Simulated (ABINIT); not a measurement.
CeO:

```
Ce O
1.0
     0.00000    2.63318    2.63318
     2.63318    0.00000    2.63318
     2.63318    2.63318    0.00000
Ce O
1 1
Direct
  0.00000 0.00000 0.00000
  0.25000 0.25000 0.25000
```

The cell comes from a database or a generator and needn't be the stable form of this composition.

Program: ABINIT 10.8.3 (patched build). Alike in all runs: task single point; potentials or basis Ansatz PAW PBE default generated set, frozen core; spin collinear, ferromagnetic start; cell as given; k mesh 6 × 6 × 6; smearing gaussian 0.05 eV.

Q: Order these runs on this cell by their pressure, lowest first.
A. level r2SCAN+U; U Ce f U = 7 eV; cutoff (eV) 463; fine-grid cutoff 925.187 eV
B. level LDA+U; U Ce f U = 8 eV; cutoff (eV) 435; fine-grid cutoff 870.764 eV
C. level r2SCAN+U; U Ce f U = 1 eV; cutoff (eV) 463; fine-grid cutoff 925.187 eV

A: C (16.1 GPa), B (18.0 GPa), A (27.7 GPa).

Caveats: the magnetic or orbital state may not be the lowest; the PAW data sets were made with another functional, which shifts forces and pressure a little; the atomic spheres overlap.

Runs at the PBE level aren't shown here.
